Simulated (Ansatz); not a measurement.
GeTe under a change: biaxial strain +0.61 %, plane normal [001], relaxed out of plane

Consider GeTe (space group R3m, No. 160; layered).

```
CELL_PARAMETERS angstrom
      2.09351     1.20869     3.68680
     -2.09351     1.20869     3.68680
      0.00000    -2.41737     3.68680
ATOMIC_POSITIONS crystal
  Ge 0.23184 0.23184 0.23184
  Te 0.76816 0.76816 0.76816
```

Cartesian axes are those of the cell as printed.

Modification: biaxial strain +0.61 %, plane normal [001], relaxed out of plane (Cartesian); in-plane vectors clamped, the third vector and the atoms free.

Computed with Kohn–Sham DFT with the r2SCAN functional, run in Ansatz (a quantum-chemistry and plane-wave program) with PAW and 500 eV plane waves, scalar-relativistic without spin-orbit coupling. Settings: 10×10×10 k-points, 0.05 eV Fermi–Dirac smearing.

The volume per atom rises by 0.146 Å³, from 27.99 Å³ to 28.13 Å³ and the space group stays R3m (No. 160). The shortest interatomic distance goes up by 0.017 bohr, from 5.319 bohr to 5.336 bohr and the energy increases by 0.6 meV/atom. The band gap increases by 0.04 eV, from 0.64 eV to 0.68 eV (an upper bound: an edge found on the path is not a true extremum; the base alone) and the out-of-plane strain comes out as -0.69 %. The mean in-plane stress (compression positive) comes out as -0.5 GPa.

Final structure (turned so that z lies along the plane normal):

```
CELL_PARAMETERS angstrom
      4.21255     0.00000     0.00000
      2.10628     3.64818     0.00000
      2.10628    -1.21606     3.66123
ATOMIC_POSITIONS crystal
  Ge 0.53608 0.23196 0.69589
  Te 0.46392 0.76804 0.30411
```

Cost of the whole job for the changed cell (relaxation, final SCF and bands): roughly 100 core-seconds.

Spin-orbit coupling, missing from the scalar runs, can matter with Te. No phonon test of stability was made. No dispersion term is included, though the crystal is made of layers, chains or molecules, so its spacings can come out too wide.
